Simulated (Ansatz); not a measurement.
Ba:

```
Ba
1.0
    -2.50650    2.50650    2.50650
     2.50650   -2.50650    2.50650
     2.50650    2.50650   -2.50650
Ba
1
Direct
  0.00000 0.00000 0.00000
```

Base run:

| Item | Value |
| --- | --- |
| Program | Ansatz 0.2.0 |
| Functional | LDA |
| Potentials or basis | all-electron LAPW, scalar-relativistic |
| Cutoff | 74 eV (chosen from the basis error) |
| Basis error allowed | 0.001 eV/atom |
| k mesh | 8 × 8 × 8 |
| Occupations | fermi-dirac, width 0.05 eV |
| Spin | no spin polarisation |

Its results: pressure -1.3 GPa.

**Question.** The run is repeated on the same cell with these changes: functional from LDA to PBEsol. What comes out?

**Answer.** Pressure -0.7 GPa.

PBEsol binds less tightly than LDA, so the same cell stands under more pressure.
